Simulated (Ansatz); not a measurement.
Te, DFT, LDA, all-electron LAPW, scalar-relativistic (Ansatz 0.2.0), run on 1 thread of Intel(R) Xeon(R) Platinum 8375C CPU @ 2.90GHz (Ice Lake) on a shared host.

The cell comes from COD entry 1531230, which wasn't checked; take it as a given geometry. The listed cell was then made from it by scaling, straining or moving an atom.

Command: `ansatz run input.yaml --threads 1 --pin off --max-ram 4096MiB --backend cpu --events-out ev --progress --plain --runs-dir out`

```yaml
crystal:
  lattice:
    - [4.4579994587, 0.0222899973, 0.0222899973]
    - [-2.2096960255, 3.8495957826, 0.0081587053]
    - [0.029625, 0.029625, 5.925]
  atoms:
    - { symbol: Te, position: [0.745, 0.0, 0.3333333333] }
    - { symbol: Te, position: [0.0, 0.745, 0.6666666667] }
    - { symbol: Te, position: [0.255, 0.255, 0.0] }
kpoints:
  mp_grid: { grid: [9, 9, 6] }
  band_path:
    path:
      - [0.0, 0.0, 0.0]
      - [0.0, -0.5, 0.0]
      - [0.0, 0.0, 0.5]
      - [0.0, 0.0, 0.0]
      - [-0.5, 0.0, 0.0]
      - [-0.5, 0.5, -0.5]
      - [0.0, 0.0, 0.0]
      - [-0.5, 0.0, -0.5]
      - [-0.5, 0.5, 0.0]
    npoints: 5
scf:
  occupations: { method: fermi_dirac, width: 0.08 }
hamiltonian:
  xc: lda
  pseudopotentials: { kind: all_electron, lapw: { basis_error: 0.0005 } }
output:
  forces: true
  stress: true
  eigenvalues: true
```

Q: How large is the problem that the program sets up?

A: 244 irreducible k-points, 1025 plane waves at Γ, 44 bands.

Q: Estimate the wall time and the peak memory.

A: 5.7 min of wall time for 8 SCF iterations, with a peak of 1.3 GiB. Times on shared machines scatter by tens of per cent.
